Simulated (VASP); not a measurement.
CaSe: single point with PBE

**What was measured.**

A printed reference work, monograph, original work of 1988 reports, for a bulk crystal of CaSe at 2 K: band gap 3.85 eV (indirect).

The system is CaSe.

```
CELL_PARAMETERS angstrom
0.00000 2.95600 2.95600
2.95600 0.00000 2.95600
2.95600 2.95600 0.00000
ATOMIC_POSITIONS crystal
Se 0.50000 0.50000 0.50000
Ca 0.00000 0.00000 0.00000
```

| Quantity | Value |
| --- | --- |
| Program | VASP 6.6.1 |
| Task | single point |
| Functional | PBE |
| Potentials or basis | VASP PAW PBE potentials, release 64 (Se, Ca_sv) |
| Cutoff | 520 eV |
| k mesh | 8 × 8 × 8 |
| Occupations | fermi-dirac, width 0.05 eV |
| Spin | no spin polarisation |

The pressure is 1.3 GPa and the band gap on the k mesh is 2.02 eV, indirect (least direct gap 2.96 eV).

Levels at points of the mesh, in eV from the valence-band top:
```csv
k point,band 4,band 5,band 6,band 7,band 8,band 9,band 10,band 11,band 12,band 13
"(0.00, 0.00, 0.00)",-20.74,-11.80,0.00,0.00,0.00,3.35,3.71,3.71,3.71,4.28
"(0.50, 0.00, 0.00)",-20.75,-11.10,-3.29,-1.20,-1.20,4.52,5.48,5.51,5.51,7.53
"(0.50, 0.50, 0.00)",-20.77,-11.22,-2.52,-0.94,-0.94,2.02,5.04,5.06,6.04,6.05
```

Wall time 17 s on 1 thread of Intel(R) Xeon(R) Platinum 8488C (Sapphire Rapids), with other jobs on the host, peak memory 0.17 GiB.

Against the measured gap of CaSe, 3.85 eV (indirect; 2 K; a printed reference work, monograph, original work of 1988), the calculated 2.02 eV is off by -1.83 eV. Spin-orbit coupling on Se is left out. The value is that of PBE on a finite k mesh, which can miss the band edges, without temperature or zero-point motion. Semilocal functionals fall short of measured gaps as a rule.
